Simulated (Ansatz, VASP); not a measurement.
**SnTe: VASP beside Ansatz**

```
Te Sn
1.0
     0.00000    3.12970    3.12970
     3.12970    0.00000    3.12970
     3.12970    3.12970    0.00000
Te Sn
1 1
Direct
  0.50000 0.50000 0.50000
  0.00000 0.00000 0.00000
```

Alike in both runs: task single point; functional PBE exchange alone; k mesh 7 × 7 × 7; occupations fermi-dirac, width 0.05 eV; no spin polarisation.

```csv
,VASP,Ansatz
version,VASP 6.6.1,Ansatz 0.2.0
potentials or method,"VASP PAW PBE potentials, release 64 (Te, Sn_d)",Ansatz PAW
plane-wave cutoff (eV),520,420
valence electrons in the cell,20,30
```

```csv
,VASP,Ansatz,Ansatz less VASP
gap on the k mesh at the Fermi level (eV),0.64,0.65,+0.009
least direct gap on the mesh (eV),0.64,0.65,+0.009
pressure (GPa),12.6,12.6,0.00
```

The two sets of potentials don't hold the same shells in valence.

Caveats: the PAW data sets come from PBE, with cores solved anew for the run's functional, which leaves a small shift of forces and pressure (Ansatz). The runs have no spin-orbit coupling, so splittings on Te are missing.
